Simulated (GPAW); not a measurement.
# KI (Fm-3m) in GPAW: notebook, part 2 of 2

GPAW 26.7.0. Earlier steps stand in the parts before.

### 3 Equation of state, LDA

run.py

```python
from ase import Atoms
from ase.eos import EquationOfState
from ase.io import Trajectory
from ase.units import GPa
from gpaw import GPAW, PW

atoms = Atoms(['I', 'K'],
              cell=[[0.0, 3.532775, 3.532775],
                    [3.532775, 0.0, 3.532775],
                    [3.532775, 3.532775, 0.0]],
              scaled_positions=[[0.5, 0.5, 0.5],
                                [0.0, 0.0, 0.0]],
              pbc=True)

traj = Trajectory('eos.traj', 'w')
volumes, energies = [], []
for x in [0.94, 0.96, 0.98, 1.0, 1.02, 1.04, 1.06]:
    a = atoms.copy()
    a.set_cell(atoms.cell * x**(1 / 3), scale_atoms=True)
    calc = GPAW(mode=PW(600),
                xc='LDA',
                kpts={'size': (7, 7, 7), 'gamma': True},
                occupations={'name': 'fermi-dirac', 'width': 0.05},
                nbands=16,
                convergence={'density': 1e-05, 'energy': 1e-05},
                maxiter=150,
                txt=f'eos-{x:.2f}.txt')
    a.calc = calc
    energies.append(a.get_potential_energy(force_consistent=True))
    volumes.append(a.get_volume())
    p = -a.get_stress()[:3].mean() / GPa
    calc.write(f'eos-{x:.2f}.gpw')
    traj.write(a)
    print(f'{x:.2f} {volumes[-1]:10.4f} A^3 {energies[-1]:14.6f} eV {p:9.3f} GPa', flush=True)

v0, e0, B = EquationOfState(volumes, energies, eos='birchmurnaghan').fit()
print(f'V0 = {v0:.4f} A^3, E0 = {e0:.6f} eV, B0 = {B / GPa:.2f} GPa')
```

Potentials or basis: the program's PAW data sets (release 1.2.1) made for this functional, pw.

Command:

```bash
OMP_NUM_THREADS=1 python run.py
```

The log of the run:

```text
__  _  _
 | _ |_)|_||  |
 |__||  | ||/\| - 26.7.0

Input parameters:
  mode=PW(ecut=600.0),
  convergence={'density': 1e-05, 'energy': 1e-05},
  kpts=MonkhorstPack(size=(7, 7, 7), gamma=True),
  maxiter=150,
  nbands=16,
  occupations=Occupations(name='fermi-dirac', width=0.05),
  xc=XC(name='LDA')

Diagonalizing LCAO Hamiltonian
Converting LCAO to pw mode

                  I

       K

Atoms  # Å, Bohr magnetons
|   | symbol |        x |        y |        z |    initial magnetic moments |
|---|--------|----------|----------|----------|-----------------------------|
| 0 |      I | 3.460657 | 3.460657 | 3.460657 | ( 0.0000,  0.0000,  0.0000) |
| 1 |      K | 0.000000 | 0.000000 | 0.000000 | ( 0.0000,  0.0000,  0.0000) |

Unit cell  # Å
| periodic |        x |        y |        z |  lengths |    angles |
|----------|----------|----------|----------|----------|-----------|
|      yes | 0.000000 | 3.460657 | 3.460657 | 4.894109 | 60.000000 |
|      yes | 3.460657 | 0.000000 | 3.460657 | 4.894109 | 60.000000 |
|      yes | 3.460657 | 3.460657 | 0.000000 | 4.894109 | 60.000000 |

Number of symmetries: 48
Symmetry operations  # r_c * U_cc + t_c -> r_c
|    | kind |            matrix            |
|----|------|------------------------------|
|  0 |  σ   |  1, 0, 0,  1, 0,-1,  1,-1, 0 |
|  1 |  C2  |  1, 0, 0,  1,-1, 0,  1, 0,-1 |
|  2 |  E   |  1, 0, 0,  0, 1, 0,  0, 0, 1 |
|  3 |  σ   |  1, 0, 0,  0, 0, 1,  0, 1, 0 |
|  4 |  C4  |  1, 0,-1,  1, 0, 0,  1,-1, 0 |
|  5 |  S6  |  1, 0,-1,  1,-1, 0,  1, 0, 0 |
|  6 |  σ   |  1, 0,-1,  0, 1,-1,  0, 0,-1 |
|  7 |  C3  |  1, 0,-1,  0, 0,-1,  0, 1,-1 |
|  8 |  S6  |  1,-1, 0,  1, 0, 0,  1, 0,-1 |
|  9 |  C4  |  1,-1, 0,  1, 0,-1,  1, 0, 0 |
| 10 |  C3  |  1,-1, 0,  0,-1, 1,  0,-1, 0 |
| 11 |  σ   |  1,-1, 0,  0,-1, 0,  0,-1, 1 |
| 12 |  σ   |  0, 1, 0,  1, 0, 0,  0, 0, 1 |
| 13 |  C4  |  0, 1, 0,  0, 1,-1, -1, 1, 0 |
| 14 |  C3  |  0, 1, 0,  0, 0, 1,  1, 0, 0 |
| 15 |  S6  |  0, 1, 0, -1, 1, 0,  0, 1,-1 |
| 16 |  C2  |  0, 1,-1,  1, 0,-1,  0, 0,-1 |
| 17 |  σ   |  0, 1,-1,  0, 1, 0, -1, 1, 0 |
| 18 |  S4  |  0, 1,-1,  0, 0,-1,  1, 0,-1 |
| 19 |  C4  |  0, 1,-1, -1, 1, 0,  0, 1, 0 |
| 20 |  C3  |  0, 0, 1,  1, 0, 0,  0, 1, 0 |
| 21 |  σ   |  0, 0, 1,  0, 1, 0,  1, 0, 0 |
| 22 |  S6  |  0, 0, 1,  0,-1, 1, -1, 0, 1 |
| 23 |  C4  |  0, 0, 1, -1, 0, 1,  0,-1, 1 |
| 24 |  S4  |  0, 0,-1,  1, 0,-1,  0, 1,-1 |
| 25 |  C3  |  0, 0,-1,  0, 1,-1,  1, 0,-1 |
| 26 |  C2  |  0, 0,-1,  0,-1, 0, -1, 0, 0 |
| 27 |  S6  |  0, 0,-1, -1, 0, 0,  0,-1, 0 |
| 28 |  S4  |  0,-1, 1,  1,-1, 0,  0,-1, 0 |
| 29 |  C4  |  0,-1, 1,  0, 0, 1, -1, 0, 1 |
| 30 |  C2  |  0,-1, 1,  0,-1, 0,  1,-1, 0 |
| 31 |  σ   |  0,-1, 1, -1, 0, 1,  0, 0, 1 |
| 32 |  C3  |  0,-1, 0,  1,-1, 0,  0,-1, 1 |
| 33 |  S6  |  0,-1, 0,  0, 0,-1, -1, 0, 0 |
| 34 |  S4  |  0,-1, 0,  0,-1, 1,  1,-1, 0 |
| 35 |  C2  |  0,-1, 0, -1, 0, 0,  0, 0,-1 |
| 36 |  C2  | -1, 1, 0,  0, 1, 0,  0, 1,-1 |
| 37 |  S6  | -1, 1, 0,  0, 1,-1,  0, 1, 0 |
| 38 |  S4  | -1, 1, 0, -1, 0, 1, -1, 0, 0 |
| 39 |  C3  | -1, 1, 0, -1, 0, 0, -1, 0, 1 |
| 40 |  S6  | -1, 0, 1,  0, 0, 1,  0,-1, 1 |
| 41 |  C2  | -1, 0, 1,  0,-1, 1,  0, 0, 1 |
| 42 |  C3  | -1, 0, 1, -1, 1, 0, -1, 0, 0 |
| 43 |  S4  | -1, 0, 1, -1, 0, 0, -1, 1, 0 |
| 44 |  C2  | -1, 0, 0,  0, 0,-1,  0,-1, 0 |
| 45 |  i   | -1, 0, 0,  0,-1, 0,  0, 0,-1 |
| 46 |  σ   | -1, 0, 0, -1, 1, 0, -1, 0, 1 |
| 47 |  C2  | -1, 0, 0, -1, 0, 1, -1, 1, 0 |

BZ-sampling:
  Number of BZ points: 343
  Number of IBZ points: 20

  Monkhorst-Pack size: [7, 7, 7]
  Monkhorst-Pack shift: [0, 0, 0]

K-points  # in reciprocal-cell coordinates
|     |                                coordinates |     weight |
|-----|--------------------------------------------|------------|
|   0 | (  0.00000000,   0.00000000,   0.00000000) | 0.00291545 |
|   1 | (  0.14285714,   0.14285714,   0.00000000) | 0.01749271 |
|   2 | (  0.14285714,   0.14285714,   0.14285714) | 0.02332362 |
|   3 | (  0.28571429,   0.14285714,   0.14285714) | 0.03498542 |
|   4 | (  0.28571429,   0.28571429,   0.00000000) | 0.01749271 |
|   5 | (  0.28571429,   0.28571429,   0.14285714) | 0.06997085 |
|   6 | (  0.28571429,   0.28571429,   0.28571429) | 0.02332362 |
|   7 | (  0.42857143,  -0.28571429,  -0.28571429) | 0.03498542 |
|   8 | (  0.42857143,   0.28571429,  -0.42857143) | 0.13994169 |
|   9 | (  0.42857143,   0.28571429,  -0.28571429) | 0.06997085 |
| ... |                                            |            |
|  19 | (  0.42857143,   0.42857143,   0.42857143) | 0.02332362 |

Plane wave coefficients: 2775
Cutoff: 600.0 eV

Spin-components: 1 (collinear spins)
Bands:           16
Projectors:      10
Spin-degeneracy: 2
Datatype:        complex128

Parallelization:
  kpt:    1
  domain: 1
  band:   1

Density:
  Valence electrons: 16.0
  Components: 1
  Grid points: [28 28 28]
  Charge: 0.0  # |e|

Potential:
  Grid points: [28 28 28]

species:
  I:
    name:    Iodine
    Z:       53.0
    valence: 7
    core:    46
    charge:  0.0  # [|e|]
    compensation charges:
      type: gauss
      rc: 0.37  # [Å]
      lmax: 2
    cutoffs:
      filter: 2.06  # [Å]
      core: 2.90  # [Å]
    projectors
    | kind |    occ | energy [eV] | rcut [Å] |
    |------|--------|-------------|----------|
    |   5s |  2.000 |     -17.626 |    1.164 |
    |   5p |  5.000 |      -7.241 |    1.164 |
    |    s |        |       9.585 |    1.164 |
    |    p |        |      19.970 |    1.164 |
    |    d |        |       0.000 |    1.164 |

    Using partial waves for I as LCAO basis

  K:
    name:    Potassium
    Z:       19.0
    valence: 9
    core:    10
    charge:  0.0  # [|e|]
    compensation charges:
      type: gauss
      rc: 0.35  # [Å]
      lmax: 2
    cutoffs:
      filter: 1.91  # [Å]
      core: 1.27  # [Å]
    projectors
    | kind |    occ | energy [eV] | rcut [Å] |
    |------|--------|-------------|----------|
    |   3s |  2.000 |     -35.177 |    1.122 |
    |   4s |  1.000 |      -2.428 |    1.122 |
    |   3p |  6.000 |     -18.839 |    1.106 |
    |    p |        |       8.373 |    1.106 |
    |    d |        |       0.000 |    0.937 |

    Using partial waves for K as LCAO basis

Reference energy: -209724.155214  # eV

eigensolver:
  PPCG
  Converge bands: occupied
  niter=2

density mixing:
  MSR1-Mixer
  Pratt-step length: 0.05
  Maximum mixing coefficient: 0.75
  Old densities: 10
  SVD Regularization: 0.005
  Good broyden scale: 1.0
  Trust region scale: 1.0
  Backstep threshold: 4.0
  History deletion threshold: 6.0
  Fourier metric: weight=20.0, sigma=0.015

occupation numbers:
  Fermi-Dirac:
    width: 0.0500  # eV

poisson solver:
  ecut: 4800.0  # eV

xc functional:
  name: None

convergence criteria:
- Maximum integral of absolute [dens]ity change: 1e-05 electrons / valence electron
- Maximum [total energy] change in last 3 cyles: 1e-05 eV / valence electron
- Maximum integral of absolute [eigenst]ate change: 4e-08 eV^2 / valence electron
maximum number of iterations: 150

SCF iterations
|iter     | |      energy | eigst |  dens |
|---------|-|-------------|-------|-------|
|iter:   1| |   -6.445760 | -0.25 |       |
|iter:   2| |   -6.438719 | -2.24 | -1.40 |
|iter:   3| |   -6.369070 | -2.36 | -1.43 |
|iter:   4| |   -6.366462 | -3.48 | -1.81 |
|iter:   5| |   -6.366393 | -4.77 | -2.24 |
|iter:   6| |   -6.366397c| -6.19 | -2.92 |
|iter:   7| |   -6.366397c| -7.81c| -3.80 |
|iter:   8| |   -6.366397c| -7.95c| -4.24 |
|iter:   9| |   -6.366397c| -9.14c| -5.78c|

Converged in 9 steps
Energy contributions relative to reference atoms: (reference = -209724.155214)

Energy contributions:
  Kinetic:           3.976604
  Coulomb:          -3.406568
  Zero:             -0.678035
  External:          0.000000
  Xc:               -6.258398
  Entropy:           0.000000
  Spinorbit:         0.000000
  ----------------------------
  Free energy:      -6.366397
  Extrapolated:     -6.366397

dipole moment: (-25.145844, -25.145844, -25.145844)  # |e|*Ang

Fermi level: 2.350
Eigenvalues  # (at kpt = [0.000, 0.000, 0.000])
| band index |      eig [eV] | occ [0-2] |
|------------|---------------|-----------|
|          0 |       -27.466 |     2.000 |
|          1 |       -11.197 |     2.000 |
|          2 |       -11.197 |     2.000 |
|          3 |       -11.197 |     2.000 |
|          4 |       -10.093 |     2.000 |
|          5 |         0.597 |     2.000 |
[... 8 lines left out ...]
|         14 |        10.225 |     0.000 |
|         15 |        13.521 |     0.000 |

Gap: 3.763 eV
Transition (v -> c):
  (s=0, k=0, n=7, [0.00, 0.00, 0.00]) -> (s=0, k=0, n=8, [0.00, 0.00, 0.00])
No difference between direct/indirect transitions

Stress tensor  # eV/Ang^3
|        x |         y |         z |
|----------|-----------|-----------|
| 0.004113 |  0.000000 |  0.000000 |
| 0.000000 |  0.004113 | -0.000000 |
| 0.000000 | -0.000000 |  0.004113 |

# Writing to eos-0.94.gpw (mode='')
```

It took 93 s on 1 thread of Arm Neoverse V2, shared host; peak memory 0.24 GiB.

Results:

| Property | Result |
| --- | --- |
| Equilibrium volume | 39.61 Å³/atom (rough: see the caveat) |
| Bulk modulus | 16.1 GPa (rough) |

Energy against volume, from the lowest point:
```
volume (Å³/atom)  energy (meV/atom)
          41.445               0.00
          42.327               4.29
          43.209               9.88
          44.091              16.60
          44.973              24.32
          45.854              32.89
          46.736              42.21
```

Caveat: the minimum lies outside the volumes run.

### 4 Band structure, r2SCAN

run.py

```python
from ase import Atoms
from ase.dft.bandgap import bandgap
from ase.io import write
from ase.units import GPa
from gpaw import GPAW, PW

atoms = Atoms(['I', 'K'],
              cell=[[0.0, 3.532775, 3.532775],
                    [3.532775, 0.0, 3.532775],
                    [3.532775, 3.532775, 0.0]],
              scaled_positions=[[0.5, 0.5, 0.5],
                                [0.0, 0.0, 0.0]],
              pbc=True)

calc = GPAW(mode=PW(600),
            xc='MGGA_X_R2SCAN+MGGA_C_R2SCAN',
            kpts={'size': (7, 7, 7), 'gamma': True},
            occupations={'name': 'fermi-dirac', 'width': 0.05},
            nbands=16,
            convergence={'density': 1e-05, 'energy': 1e-05},
            maxiter=150,
            txt='gpaw.txt')
atoms.calc = calc
energy = atoms.get_potential_energy()
forces = atoms.get_forces()
stress = atoms.get_stress()
calc.write('gs.gpw')
write('result.traj', atoms)
print(f'Energy: {energy:.6f} eV')
print('Forces (eV/A):')
print(forces.round(4))
print('Stress (GPa):', (stress / GPa).round(3))
print('Fermi level:', round(calc.get_fermi_level(), 4), 'eV')
print(f'Gap: {bandgap(calc)[0]:.4f} eV, direct: {bandgap(calc, direct=True)[0]:.4f} eV')

path = atoms.cell.bandpath('GXWKGLUWLK,UX', npoints=100, eps=1e-4)
bs_calc = calc.fixed_density(kpts=path, symmetry='off', nbands=31,
                             convergence={'bands': 'CBM+6.0', 'eigenstates': 1e-6}, txt='bands.txt')
bs = bs_calc.band_structure()
bs.write('bs.json')
print(f'Gap on the path: {bandgap(bs_calc)[0]:.4f} eV')
```

Potentials or basis: GPAW PAW data sets (gpaw-data 1.2.1), pw.

Command:

```bash
OMP_NUM_THREADS=1 python run.py
```

Wall time 5.3 min (1 thread of Arm Neoverse V2, shared host); peak memory 0.49 GiB.

It converged, with:

```yaml
Free_energy: -26.3460 eV
Pressure: 0.1 GPa
Band_gap_on_the_k_mesh: 4.62 eV, direct
Band_gap_along_the_path: 4.62 eV, direct
```

Levels at the corners of the path, in eV from the valence-band top:
```
point  band 5  band 6  band 7  band 8  band 9  band 10  band 11  band 12
    Γ  -10.78    0.00    0.00    0.00    4.62     7.06     7.06     7.06
    X  -10.62   -1.02   -0.37   -0.37    5.39     6.51     8.83     9.45
    W  -10.56   -0.74   -0.74   -0.59    6.98     6.98     7.39     8.99
    K  -10.57   -0.87   -0.75   -0.38    6.10     7.37     8.19     9.08
    Γ  -10.78    0.00    0.00    0.00    4.62     7.06     7.06     7.06
    L  -10.49   -1.32   -0.33   -0.33    6.03     8.34     8.78     8.78
    U  -10.57   -0.87   -0.75   -0.38    6.10     7.37     8.19     9.08
    W  -10.56   -0.74   -0.74   -0.59    6.98     6.98     7.39     8.99
    L  -10.49   -1.32   -0.33   -0.33    6.03     8.34     8.78     8.78
    K  -10.57   -0.87   -0.75   -0.38    6.10     7.37     8.19     9.08
    U  -10.57   -0.87   -0.75   -0.38    6.10     7.37     8.19     9.08
    X  -10.62   -1.02   -0.37   -0.37    5.39     6.51     8.83     9.45
```

Caveat: the PAW data sets were made with another functional, which shifts forces and pressure a little; spin-orbit coupling is left out, which moves the levels of the heavy elements.

### 5 For comparison

An earlier run on the cell as given: functional PBEsol; potentials or basis PAW data sets generated in the run's folder for this functional; cutoff 600 eV; basis pw; k mesh 7 × 7 × 7; occupations fermi-dirac, width 0.05 eV; no spin polarisation.

- Pressure: -0.3 GPa
- Band gap on the k mesh: 3.83 eV, direct

### 6 Summary

```tsv
task	level	potentials or basis	band path	band points	gap on the mesh (eV)	pressure (GPa)
band structure	PBEsol	PAW data sets generated in the run's folder for this functional, pw	GXWKGLUWLK,UX	100	3.83	-0.3
equation of state	LDA	the program's PAW data sets (release 1.2.1) made for this functional, pw	-	-	-	-
band structure	r2SCAN	GPAW PAW data sets (gpaw-data 1.2.1), pw	GXWKGLUWLK,UX	100	4.62	0.1
single point	PBEsol	PAW data sets generated in the run's folder for this functional, pw	-	-	3.83	-0.3
```

Alike in all rows: no spin polarisation; cell as given; k mesh 7 × 7 × 7; cutoff (eV) 600; smearing fermi-dirac 0.05 eV.

Caveats: spin-orbit coupling is left out, which moves the levels of the heavy elements (some runs); the minimum lies outside the volumes run (some runs); the PAW data sets were made with another functional, which shifts forces and pressure a little (some runs); an odd mesh through Γ misses points on the zone boundary, where band edges often lie (some runs).

Total energies depend on the potentials used, so only differences within one code and one set of settings carry meaning.

### 7 Comparison with measurements

Step 2. Against the measured gap of KI, 6.32 eV (a printed reference work, monograph), the calculated 3.83 eV is off by -2.49 eV. Spin-orbit coupling on I is left out. The value is that of PBEsol, without temperature or zero-point motion. Semilocal functionals fall short of measured gaps as a rule.

Step 4. A measured gap of KI is 6.32 eV (a printed reference work, monograph); the calculated 4.62 eV misses it by -1.70 eV. Spin-orbit coupling on I is left out. The value is that of r2SCAN, without temperature or zero-point motion.
